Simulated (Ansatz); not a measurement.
**Yb: how well frozen cores do**

Aim: solve Yb at one geometry with all-electron LAPW, PAW with frozen cores and datasets made for this crystal, and see where they agree.

Program: Ansatz 0.2.0. Level of theory: DFT PBEsol, scalar-relativistic. These are calculated values, not measurements.

**1. The system as given**

The structure is cubic, space group Im-3m (No. 229). The conventional cell has a = 4.303 Å, b = 4.303 Å, c = 4.303 Å, α = 90.00°, β = 90.00°, γ = 90.00°. Yb (site symmetry m-3m) has 8 Yb at 3.73 Å as nearest neighbours.

Structure file:

```cif
data_structure
_symmetry_space_group_name_H-M 'Im-3m'
_symmetry_Int_Tables_number 229
_cell_length_a 4.3030
_cell_length_b 4.3030
_cell_length_c 4.3030
_cell_angle_alpha 90.000
_cell_angle_beta 90.000
_cell_angle_gamma 90.000
_cell_volume 79.67
loop_
_atom_site_label
_atom_site_type_symbol
_atom_site_symmetry_multiplicity
_atom_site_Wyckoff_symbol
_atom_site_fract_x
_atom_site_fract_y
_atom_site_fract_z
_atom_site_occupancy
Yb1 Yb 2 a 0.00000 0.00000 0.00000 1
```

The file gives the conventional cell by its symmetry; the runs use the cell typed in the input.

The cell is one relaxed in the Materials Project, used as it stands.

**2. All-electron LAPW**

input.yaml

```yaml
crystal:
  lattice:
    - [-2.151483, 2.151483, 2.151483]
    - [2.151483, -2.151483, 2.151483]
    - [2.151483, 2.151483, -2.151483]
  atoms:
    - { symbol: Yb, position: [0.0, 0.0, 0.0] }
kpoints:
  mp_grid: { grid: [12, 12, 12] }
  band_path:
    path:
      - [0.0, 0.0, 0.0]
      - [0.5, -0.5, 0.5]
      - [0.0, 0.0, 0.5]
      - [0.0, 0.0, 0.0]
      - [0.25, 0.25, 0.25]
      - [0.5, -0.5, 0.5]
      - [0.25, 0.25, 0.25]
      - [0.0, 0.0, 0.5]
    npoints: 14
scf:
  occupations: { method: fermi_dirac, width: 0.05 }
hamiltonian:
  xc: pbesol
  pseudopotentials: { kind: all_electron, lapw: { basis_error: 0.001 } }
output:
  forces: true
  stress: true
  eigenvalues: true
  fatbands: true
  populations: true
  dos: { projected: true, de: 0.2, e_range: [-14, 8] }
```

On the command line:

```bash
> ansatz run input.yaml --threads 1 --pin off --max-ram 3072MiB --backend cpu --events-out ev --progress --plain --runs-dir out
```

**3. PAW with frozen cores**

Changes to input.yaml since step 2:

```diff
@@ -24,3 +24,3 @@
   xc: pbesol
-  pseudopotentials: { kind: all_electron, lapw: { basis_error: 0.001 } }
+  pseudopotentials: { kind: paw }
 output:
@@ -29,4 +29,9 @@
   eigenvalues: true
-  fatbands: true
+  efg: { contact_densities: true }
   populations: true
+  bader: true
   dos: { projected: true, de: 0.2, e_range: [-14, 8] }
+  write_density: true
+  write_potential: true
+  elf: true
+  volumetric_format: npy
```

**4. Datasets made for this crystal**

Changes to input.yaml since step 3:

```diff
@@ -19,3 +19,3 @@
       - [0.0, 0.0, 0.5]
-    npoints: 14
+    npoints: 8
 scf:
@@ -24,3 +24,3 @@
   xc: pbesol
-  pseudopotentials: { kind: paw }
+  pseudopotentials: { kind: all_electron, datasets: crystal }
 output:
@@ -30,8 +30 @@
   efg: { contact_densities: true }
-  populations: true
-  bader: true
-  dos: { projected: true, de: 0.2, e_range: [-14, 8] }
-  write_density: true
-  write_potential: true
-  elf: true
-  volumetric_format: npy
```

(Steps that only read results are left out.)

**Question.** What will these runs give? Wanted: pressure; gap; highest ELF.

The runs gave:

```
         quantity                                              value
         pressure  LAPW -3.39, PAW -3.41, crystal datasets -3.39 GPa
       gap (LAPW)                                               none
highest ELF (PAW)                               0.49, 2.36 Å from Yb
```

At this geometry the cell is under tension of 3.4 GPa, so it would shrink if let go. Bands cross the Fermi level: the crystal is a metal at this level. Within 0.3 eV of the Fermi level the largest projected share is Yb 5d (49 %). The projection holds only the free atom's occupied shells (Yb 6s, Yb 5d, Yb 4f in this range). PAW lies -0.02 GPa from LAPW in pressure. LAPW took about 2.1 times as long as PAW (18 s against 8.6 s, on a shared host and with the outputs that each input asks for). No U acts on the open f shell, so these are results of the method and may differ from the real material's. Spin-orbit coupling is left out, though the cell holds Yb; in elements this heavy it can shift bands and gaps by tenths of an eV.
